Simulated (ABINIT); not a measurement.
The system is WC (Qusongite).

```
CELL_PARAMETERS angstrom
2.90650 0.00000 0.00000
-1.45325 2.51710 0.00000
0.00000 0.00000 2.83660
ATOMIC_POSITIONS crystal
W 0.00000 0.00000 0.00000
C 0.66667 0.33333 0.50000
```

Base run:

```yaml
Program: ABINIT 10.8.3 (patched build)
Functional: LDA
Potentials_or_basis: JTH PAW PBE v2.0
Cutoff: 626 eV
k_mesh: 10 × 10 × 9
Occupations: fermi-dirac, width 0.05 eV
Spin: no spin polarisation
```

Its results: band gap on the k mesh none (metal or under the smearing width); pressure -8.9 GPa.

Task: The run is repeated on the same cell with these changes: functional from LDA to PBE. What comes out?

Result: Band gap on the k mesh none (metal or under the smearing width); pressure 6.0 GPa.

PBE binds less tightly than LDA, so the same cell stands under more pressure.

Caveats: spin-orbit coupling is left out, which moves the levels of the heavy elements; the PAW data sets were made with another functional, which shifts forces and pressure a little (some runs).
